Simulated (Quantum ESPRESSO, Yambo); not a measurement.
**A GW run on KBr (Fm-3m) in Yambo, with inputs changed**

A base run on KBr (Fm-3m), then changed inputs.

Method: PBE and many-body steps on it, plane waves, in Yambo 5.3.0.

### 1. The structure

Symmetry: Fm-3m, No. 225, cubic system. The conventional cell has a = 6.600 Å, b = 6.600 Å, c = 6.600 Å, α = 90.00°, β = 90.00°, γ = 90.00°. Nearest to K lie 6 Br at 3.30 Å. Nearest to Br lie 6 K at 3.30 Å. Farther neighbours and most contacts between anions are not listed.

As a file:

```xyz
2
Lattice="0.0000 3.3000 3.3000 3.3000 0.0000 3.3000 3.3000 3.3000 0.0000" Properties=species:S:1:pos:R:3 pbc="T T T"
K     0.0000    0.0000    0.0000
Br    3.3000    3.3000    3.3000
```

The cell and positions come from the Crystallography Open Database and are kept as given unless a step says otherwise.

### 2. Base

This step: Yambo 5.3.0; G0W0 on PBE, plane waves, norm-conserving pseudopotentials.

G0W0 replaces the xc potential by the self-energy, built once from these orbitals. Only a window of levels is corrected, while the sums run over the empty bands that the input names.

gw1.in reads:

```
HF_and_locXC
gw0
dyson
ppa
em1d
rim_cut
RandQpts= 1000000
RandGvec= 1 RL
EXXRLvcs= 76 Ry
VXCRLvcs= 304 Ry
Chimod= "HARTREE"
% BndsRnXp
 1 | 188 |
%
NGsBlkXp= 13 Ry
% LongDrXp
 1 | 1 | 1 |
%
% GbndRnge
 1 | 188 |
%
DysSolver= "n"
ExtendOut
PPAPntXp= 27.21138 eV
% QPkrange
 1 | 1 | 12 | 15 |
%
```

The run is started by

```
OMP_NUM_THREADS=1 mpirun -n 4 yambo -F gw1.in -J gw1 -C gw1 > gw1.log
```

The program printed:

```text
 Yambo, version 5.3.0

 [02] CORE Variables Setup
 =========================

  [... cell, symmetries and grids as in the set-up ...]

  [02.05] Energies & Occupations
  ==============================

  [X] === General ===
  [X] Electronic Temperature                        :  0.000000  0.000000 [eV K]
  [X] Bosonic    Temperature                        :  0.000000  0.000000 [eV K]
  [X] Finite Temperature mode                       : no
  [X] El. density                                   :  0.36174E+24 [cm-3]
  [X] Fermi Level                                   :  2.085286 [eV]

  [X] === Gaps and Widths ===
  [X] Conduction Band Min                           :  4.436154 [eV]
  [X] Valence Band Max                              :  0.000000 [eV]
  [X] Filled Bands                                  :  13
  [X] Empty Bands                                   :   14  188
  [X] Direct Gap                                    :  4.436154 [eV]
  [X] Direct Gap localized at k                     :  1
  [X] Indirect Gap                                  :  4.436154 [eV]
  [X] Indirect Gap between kpts                     :  1  1
  [X] Last valence band width                       :  0.536069 [eV]
  [X] 1st conduction band width                     :  2.953841 [eV]

 [03] Transferred momenta grid and indexing
 ==========================================

 IBZ Q-points                                      :   8
 BZ  Q-points                                      :   64

 K/Q-points units:
 rlu = crystal or reduced units; cc = cartesian coordinates; iku = interal k-units

 Q [1]          [rlu]:  0.000000  0.000000  0.000000
 Q [2]          [rlu]: -0.15345E-16  0.40166E-16  0.25000
 Q [3]          [rlu]:  0.30690E-16 -0.80332E-16 -0.50000
 Q [4]          [rlu]: -0.46171E-17  0.25000      0.25000
 Q [5]          [rlu]: -0.20915E-17  0.25000      0.50000
 Q [6]          [rlu]: -0.24821E-16  0.25000     -0.25000
 Q [7]          [rlu]:  0.92343E-17 -0.50000     -0.50000
 Q [8]          [rlu]:  0.250000 -0.500000 -0.250000

 [04] Coloumb potential Random Integration (RIM)
 ===============================================

  [04.01] RIM initialization
  ==========================

  * Diagonal components only detected *

  8 x (sBL volume)        :  0.063927 [a.u.]
  sBZ random points       :  1000000
  Points outside the sBZ  :   7968281
  RL volume               :  0.511412 [a.u.]
  Integrated volume       :  0.513448 [a.u.]

  [04.02] RIM integrals
  =====================

  Gamma point sphere radius             :  0.072529 [a.u.]
  Points outside the sphere             :   800476
  [Int_sBZ(q=0) 1/q^2]*(Vol_sBZ)^(-1/3) =:  7.776341
                                 should be <:  7.795600

  Summary of Coulomb integrals for non-metallic bands |Q|[au] RIM/Bare

  Q [1] 0.100000E-4 0.997530 * Q [2] 0.218141 1.068480
  Q [4] 0.251888 1.066792 * Q [6] 0.356223 1.029814
  Q [5] 0.417709 1.022655 * Q [3] 0.436282 1.020683
  Q [7] 0.503776 1.017590 * Q [8] 0.563238 1.014367

 [05] Dipoles
 ============

  [05.01] Setup: observables and procedures
  =========================================

 [06] Dynamic Dielectric Matrix (PPA)
 ====================================

 [WR./gw1//ndb.pp]---------------------------------------------------------------
  Brillouin Zone Q/K grids (IBZ/BZ)                :    8   64    8   64
  RL vectors                                       :   6567 [WF]
  Coulomb cutoff potential                         : none
  Electronic Temperature                           :  0.000000 [K]
  Bosonic    Temperature                           :  0.000000 [K]
  PPA    diel. fun.  energies                      : Perdew, Burke & Ernzerhof(X)+Perdew, Burke & Ernzerhof(C)
  wavefunctions                                    : Perdew, Burke & Ernzerhof(X)+Perdew, Burke & Ernzerhof(C)
  Global Gauge                                     : length
  X matrix size                                    :   411
  X band range                                     :    1  188
  X e/h energy range                               : -1.000000 -1.000000 [eV]
  X Time ordering                                  : R
  X Hxc Kernel                                     : HARTREE
  X Drude frequency                                :  0.000000  0.000000
  X poles                                          :  100.0000 [o/o]
  RL vectors in the sum                            :   6567
  [r,Vnl] included                                 : yes
  Field direction                                  :  0.577350E-5  0.577350E-5  0.577350E-5
  BZ energy Double Grid                            : no
  BZ energy DbGd points                            : 0
  BZ Q point size factor                           : -1.000000
  X Optical Averaged directions                    : none

 [07] Local Exchange-Correlation + Non-Local Fock
 ================================================

 [VXC] Plane waves :   43599
 [EXS] Plane waves :   5577

 QP @ state[ 1 ] K range:  1  1
 QP @ state[ 1 ] b range:  12  15

 [xc] Functional : Perdew, Burke & Ernzerhof(X)+Perdew, Burke & Ernzerhof(C)
 [xc] LIBXC used to calculate xc functional
  PP Number of Atomic Species                      :  2
  NLCC RL compoments                               :   43599
  PP Number of Atomic Species                      :  2
  NLCC RL compoments                               :   43599

 [xc] E_xc :  -16.87313 [Ha]
      E_xc :  -33.74626 [Ry]

  Local XC kind (lXC) : Perdew, Burke & Ernzerhof(X)+Perdew, Burke & Ernzerhof(C)
  Non-Local XC kind (nlXC) : Hartree-Fock

  Corrections @ K [1] :  [eV]
 <12|nlXC|12> = -19.54506  0.91816E-17 <12|lXC|12> = -14.35201 -0.18882E-15
 <13|nlXC|13> = -19.54502 -0.85949E-17 <13|lXC|13> = -14.35201 -0.94408E-16
 <14|nlXC|14> = -3.946254 -0.16375E-17 <14|lXC|14> = -7.314516  0.000000
 <15|nlXC|15> = -3.767159  0.98069E-18 <15|lXC|15> = -8.482836  0.23602E-16

 [08] Dyson equation: Newton solver
 ==================================

  [08.01] G0W0 (W PPA)
  ====================

  [  GW  ] Bands range     :    1  188
  [GW/PPA] G damping       :  0.100000 [eV]

  QP @ state[ 1 ] K range:  1  1
  QP @ state[ 1 ] b range:  12  15

   Sc/G bands                                       :    1  188
   Sc/G damping                                     :  0.100000 ev
   Sc bands terminator                              : no
   Sx RL components                                 :   5577

   QP @ state[ 1 ] K range                          :  1  1
   QP @ state[ 1 ] b range                          :  12  15
   GF energies kind                                 : Perdew, Burke & Ernzerhof(X)+Perdew, Burke & Ernzerhof(C)
   GF WF`s kind                                     : Perdew, Burke & Ernzerhof(X)+Perdew, Burke & Ernzerhof(C)
   Xs energies kind                                 : Perdew, Burke & Ernzerhof(X)+Perdew, Burke & Ernzerhof(C)
   Xs WF`s kind                                     : Perdew, Burke & Ernzerhof(X)+Perdew, Burke & Ernzerhof(C)

 [11] Game Over & Game summary
```

Run time: 3.3 min. Hardware: 4 MPI ranks of Arm Neoverse V2, shared host; peak memory 2 GiB.

Numbers from this step:

- G0W0 gap on the points computed: 7.719 eV
- starting gap on the mesh: 4.436 eV
- k of the valence top: 0, 0, 0
- k of the conduction bottom: 0, 0, 0
- least direct G0W0 gap on the computed points: 7.719 eV
- Z at the valence top: 0.8282
- Z at the conduction bottom: 0.8737

The gap on the mesh goes from 4.44 eV to 7.72 eV, a correction of +3.28 eV.

### 3. No random integration

gw2.in reads:

```
HF_and_locXC
gw0
dyson
ppa
em1d
rim_cut
RandQpts= 0
RandGvec= 1 RL
EXXRLvcs= 76 Ry
VXCRLvcs= 304 Ry
Chimod= "HARTREE"
% BndsRnXp
 1 | 188 |
%
NGsBlkXp= 13 Ry
% LongDrXp
 1 | 1 | 1 |
%
% GbndRnge
 1 | 188 |
%
DysSolver= "n"
ExtendOut
PPAPntXp= 27.21138 eV
% QPkrange
 1 | 1 | 12 | 15 |
%
```

The run is started by

```
OMP_NUM_THREADS=1 mpirun -n 4 yambo -F gw2.in -J gw2,gw1_W -C gw2 > gw2.log
```

The program printed:

```text
 Yambo, version 5.3.0

 [02] CORE Variables Setup
 =========================

  [... cell, symmetries and grids as in the set-up ...]

  [02.05] Energies & Occupations
  ==============================

  [X] === General ===
  [X] Electronic Temperature                        :  0.000000  0.000000 [eV K]
  [X] Bosonic    Temperature                        :  0.000000  0.000000 [eV K]
  [X] Finite Temperature mode                       : no
  [X] El. density                                   :  0.36174E+24 [cm-3]
  [X] Fermi Level                                   :  2.085286 [eV]

  [X] === Gaps and Widths ===
  [X] Conduction Band Min                           :  4.436154 [eV]
  [X] Valence Band Max                              :  0.000000 [eV]
  [X] Filled Bands                                  :  13
  [X] Empty Bands                                   :   14  188
  [X] Direct Gap                                    :  4.436154 [eV]
  [X] Direct Gap localized at k                     :  1
  [X] Indirect Gap                                  :  4.436154 [eV]
  [X] Indirect Gap between kpts                     :  1  1
  [X] Last valence band width                       :  0.536069 [eV]
  [X] 1st conduction band width                     :  2.953841 [eV]

 [03] Transferred momenta grid and indexing
 ==========================================

 IBZ Q-points                                      :   8
 BZ  Q-points                                      :   64

 K/Q-points units:
 rlu = crystal or reduced units; cc = cartesian coordinates; iku = interal k-units

 Q [1]          [rlu]:  0.000000  0.000000  0.000000
 Q [2]          [rlu]: -0.15345E-16  0.40166E-16  0.25000
 Q [3]          [rlu]:  0.30690E-16 -0.80332E-16 -0.50000
[...]
Q [7]          [rlu]:  0.92343E-17 -0.50000     -0.50000
 Q [8]          [rlu]:  0.250000 -0.500000 -0.250000

 [04] Dipoles
 ============

  [04.01] Setup: observables and procedures
  =========================================

 [05] Dynamic Dielectric Matrix (PPA)
 ====================================

   Sc/G bands                                       :    1  188
   Sc/G damping                                     :  0.100000 ev
   Sc bands terminator                              : no
   Sx RL components                                 :   5577

   QP @ state[ 1 ] K range                          :  1  1
   QP @ state[ 1 ] b range                          :  12  15
   GF energies kind                                 : Perdew, Burke & Ernzerhof(X)+Perdew, Burke & Ernzerhof(C)
   GF WF`s kind                                     : Perdew, Burke & Ernzerhof(X)+Perdew, Burke & Ernzerhof(C)
   Xs energies kind                                 : Perdew, Burke & Ernzerhof(X)+Perdew, Burke & Ernzerhof(C)
   Xs WF`s kind                                     : Perdew, Burke & Ernzerhof(X)+Perdew, Burke & Ernzerhof(C)

 [10] Game Over & Game summary
```

Elapsed: 61 s, on 4 MPI ranks; peak memory 2 GiB.

Numbers from this step:

* G0W0 gap on the points computed: 7.620 eV
* starting gap on the mesh: 4.436 eV
* k of the valence top: 0, 0, 0
* k of the conduction bottom: 0, 0, 0
* least direct G0W0 gap on the computed points: 7.620 eV
* Z at the valence top: 0.8313
* Z at the conduction bottom: 0.8770

### 4. Fewer bands in the self-energy

gw3.in reads:

```
HF_and_locXC
gw0
dyson
ppa
em1d
rim_cut
RandQpts= 1000000
RandGvec= 1 RL
EXXRLvcs= 76 Ry
VXCRLvcs= 304 Ry
Chimod= "HARTREE"
% BndsRnXp
 1 | 188 |
%
NGsBlkXp= 13 Ry
% LongDrXp
 1 | 1 | 1 |
%
% GbndRnge
 1 | 33 |
%
DysSolver= "n"
ExtendOut
PPAPntXp= 27.21138 eV
% QPkrange
 1 | 1 | 12 | 15 |
%
```

The run is started by

```
OMP_NUM_THREADS=1 mpirun -n 4 yambo -F gw3.in -J gw3,gw1_W -C gw3 > gw3.log
```

The program printed:

```text
 Yambo, version 5.3.0

 [02] CORE Variables Setup
 =========================

  [... cell, symmetries and grids as in the set-up ...]

  [02.05] Energies & Occupations
  ==============================

  [X] === General ===
  [X] Electronic Temperature                        :  0.000000  0.000000 [eV K]
  [X] Bosonic    Temperature                        :  0.000000  0.000000 [eV K]
  [X] Finite Temperature mode                       : no
  [X] El. density                                   :  0.36174E+24 [cm-3]
  [X] Fermi Level                                   :  2.085286 [eV]

  [X] === Gaps and Widths ===
  [X] Conduction Band Min                           :  4.436154 [eV]
  [X] Valence Band Max                              :  0.000000 [eV]
  [X] Filled Bands                                  :  13
  [X] Empty Bands                                   :   14  188
  [X] Direct Gap                                    :  4.436154 [eV]
  [X] Direct Gap localized at k                     :  1
  [X] Indirect Gap                                  :  4.436154 [eV]
  [X] Indirect Gap between kpts                     :  1  1
  [X] Last valence band width                       :  0.536069 [eV]
  [X] 1st conduction band width                     :  2.953841 [eV]

 [03] Transferred momenta grid and indexing
 ==========================================

 IBZ Q-points                                      :   8
 BZ  Q-points                                      :   64

 K/Q-points units:
 rlu = crystal or reduced units; cc = cartesian coordinates; iku = interal k-units

 Q [1]          [rlu]:  0.000000  0.000000  0.000000
 Q [2]          [rlu]: -0.15345E-16  0.40166E-16  0.25000
 Q [3]          [rlu]:  0.30690E-16 -0.80332E-16 -0.50000
[...]
Q [7]          [rlu]:  0.92343E-17 -0.50000     -0.50000
 Q [8]          [rlu]:  0.250000 -0.500000 -0.250000

 [04] Coloumb potential Random Integration (RIM)
 ===============================================

 Summary of Coulomb integrals for non-metallic bands |Q|[au] RIM/Bare

 Q [1] 0.100000E-4 0.997530 * Q [2] 0.218141 1.068480
 Q [4] 0.251888 1.066792 * Q [6] 0.356223 1.029814
 Q [5] 0.417709 1.022655 * Q [3] 0.436282 1.020683
 Q [7] 0.503776 1.017590 * Q [8] 0.563238 1.014367

 [05] Dipoles
 ============

  [05.01] Setup: observables and procedures
  =========================================

 [06] Dynamic Dielectric Matrix (PPA)
 ====================================

   Sc/G bands                                       :    1   33
   Sc/G damping                                     :  0.100000 ev
   Sc bands terminator                              : no
   Sx RL components                                 :   5577

   QP @ state[ 1 ] K range                          :  1  1
   QP @ state[ 1 ] b range                          :  12  15
   GF energies kind                                 : Perdew, Burke & Ernzerhof(X)+Perdew, Burke & Ernzerhof(C)
   GF WF`s kind                                     : Perdew, Burke & Ernzerhof(X)+Perdew, Burke & Ernzerhof(C)
   Xs energies kind                                 : Perdew, Burke & Ernzerhof(X)+Perdew, Burke & Ernzerhof(C)
   Xs WF`s kind                                     : Perdew, Burke & Ernzerhof(X)+Perdew, Burke & Ernzerhof(C)

 [11] Game Over & Game summary
```

The job ended after 14 s (4 MPI ranks; peak memory 1.7 GiB; 56 s of CPU time).

Numbers from this step:

```
G0W0 gap on the points computed              : 7.350 eV
starting gap on the mesh                     : 4.436 eV
k of the valence top                         : 0, 0, 0
k of the conduction bottom                   : 0, 0, 0
least direct G0W0 gap on the computed points : 7.350 eV
Z at the valence top                         : 0.8368
Z at the conduction bottom                   : 0.8789
```

### 5. Core charge in Vxc

gw4.in reads:

```
HF_and_locXC
gw0
dyson
ppa
em1d
rim_cut
RandQpts= 1000000
RandGvec= 1 RL
EXXRLvcs= 76 Ry
VXCRLvcs= 304 Ry
Chimod= "HARTREE"
% BndsRnXp
 1 | 188 |
%
NGsBlkXp= 13 Ry
% LongDrXp
 1 | 1 | 1 |
%
% GbndRnge
 1 | 188 |
%
DysSolver= "n"
ExtendOut
PPAPntXp= 27.21138 eV
% QPkrange
 1 | 1 | 12 | 15 |
%
UseNLCC
```

The run is started by

```
OMP_NUM_THREADS=1 mpirun -n 4 yambo -F gw4.in -J gw4,gw1_W -C gw4 > gw4.log
```

The program printed:

```text
 Yambo, version 5.3.0

 [02] CORE Variables Setup
 =========================

  [... cell, symmetries and grids as in the set-up ...]

  [02.05] Energies & Occupations
  ==============================

  [X] === General ===
  [X] Electronic Temperature                        :  0.000000  0.000000 [eV K]
  [X] Bosonic    Temperature                        :  0.000000  0.000000 [eV K]
  [X] Finite Temperature mode                       : no
  [X] El. density                                   :  0.36174E+24 [cm-3]
[...]
Sx RL components                                 :   5577

   QP @ state[ 1 ] K range                          :  1  1
   QP @ state[ 1 ] b range                          :  12  15
   GF energies kind                                 : Perdew, Burke & Ernzerhof(X)+Perdew, Burke & Ernzerhof(C)
   GF WF`s kind                                     : Perdew, Burke & Ernzerhof(X)+Perdew, Burke & Ernzerhof(C)
   Xs energies kind                                 : Perdew, Burke & Ernzerhof(X)+Perdew, Burke & Ernzerhof(C)
   Xs WF`s kind                                     : Perdew, Burke & Ernzerhof(X)+Perdew, Burke & Ernzerhof(C)

 [11] Game Over & Game summary
```

Elapsed: 61 s, on 4 MPI ranks; peak memory 2 GiB.

Numbers from this step:

```yaml
g0w0_gap_on_the_points_computed: 7.718 eV
starting_gap_on_the_mesh: 4.436 eV
k_of_the_valence_top: 0, 0, 0
k_of_the_conduction_bottom: 0, 0, 0
least_direct_g0w0_gap_on_the_computed_points: 7.718 eV
```

Against G0W0 in Yambo (4×4×4 mesh, 188 bands, screening to 176.9 eV, Godby-Needs plasmon pole), the gap moves by −0.001 eV.

(Part 1 of 2 ends here.)

[Paths, hosts, dates, memory and timing lines, banners, echoed tables and standing remarks are left out of the program output.]

[Logs are printed without paths, hosts, clocks, repeated set-up lines and the standing remarks that a program may print on its own settings, such as how far it seeks lower states.]

[Runs of the session that timed out or met a known fault of the program may be left out.]

[Hosts, paths, dates, database ids (printed as entryN), source tags and the programs' standing remarks are cut or masked in the printed files.]
